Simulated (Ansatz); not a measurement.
## A series in volume scale on P

Plane-wave DFT, scalar-relativistic PAW made under PBE with cores redone for the functional, no dispersion; the given relaxed cell is scaled uniformly, energy at zero smearing counts from the unscaled cell, pressure at the given Fermi-Dirac smearing is positive in compression. The results are calculated, by Ansatz 0.2.0.

The cell before it is scaled or strained (space group Pm-3m, No. 221):
```
P
1.0
      2.4528     0.0000     0.0000
      0.0000     2.4528     0.0000
      0.0000     0.0000     2.4528
P
1
Direct
  0.00000 0.00000 0.00000
```

Settings of every row: spin polarised no; functional revPBE; wave cutoff 420 eV; smearing width 0.1 eV; k mesh 14x14x14.

Atom starting moment: 0 on all atoms.

Limits: the cell comes from a prototype or a list of computed structures and needn't be the stable phase.

```
row  volume scale  V (Å³/atom)  energy change per atom (meV)  pressure (GPa)
  1          0.88       12.986                         99.89           19.85
  2          0.92       13.576                         42.07           11.75
  3          0.96       14.166                         11.05            5.53
  4          1.04       15.347                          3.61           -2.89
  5          1.08       15.937                         20.52           -6.28
  6          1.12       16.527                             ?               ?
```

Question: what energy change per atom and pressure should row 6 give?

Worked fit of energy change per atom. Take u = (V_r/V)^(2/3) − 1 with V_r = 14.166 Å³ an atom, which is twice the finite (Eulerian) strain; such expansions in the strain, on which the Birch-Murnaghan equation of state is built, carry the rest volume and the bulk modulus. The shown rows have u = 0.0597, 0.02877, 0, -0.05198, -0.07553. Least squares give energy change per atom = 10.782 + 770.98 × u + 11980.1 × u² meV; a straight line predicts inner rows, each left out in turn, worse (root mean square 25 against 0.97 meV). The rows lie off it by 0.38, -0.81, 0.27, 0.53, -0.37 (root mean square 0.51 meV). The withheld row has u = -0.09766, so the fit gives 10.782 + 770.98 × (-0.09766) + 11980.1 × (-0.09766)² = 49.75 meV.

The calculation gave 49 meV. The fit lies 0.75 meV (1.5 % of the value, 0.78 % of the column's range) above it; its largest miss of a shown row is 0.81 meV. This row lies beyond the range of the fit.

Worked fit of pressure. Take u = (V_r/V)^(2/3) − 1 with V_r = 14.166 Å³ an atom, which is twice the finite (Eulerian) strain; such expansions in the strain, on which the Birch-Murnaghan equation of state is built, carry the rest volume and the bulk modulus. The shown rows have u = 0.0597, 0.02877, 0, -0.05198, -0.07553. Least squares give pressure = 5.608 + 200.76 × u + 606.2 × u² GPa; a straight line predicts inner rows, each left out in turn, worse (root mean square 1.3 against 0.33 GPa). The rows lie off it by 0.10, -0.14, -0.08, 0.30, -0.18 (root mean square 0.18 GPa). The withheld row has u = -0.09766, so the fit gives 5.608 + 200.76 × (-0.09766) + 606.2 × (-0.09766)² = -8.22 GPa.

The calculation gave -9.03 GPa. The fit lies 0.81 GPa (9 % of the value, 2.8 % of the column's range) above it; its largest miss of a shown row is 0.30 GPa. This row lies beyond the range of the fit.
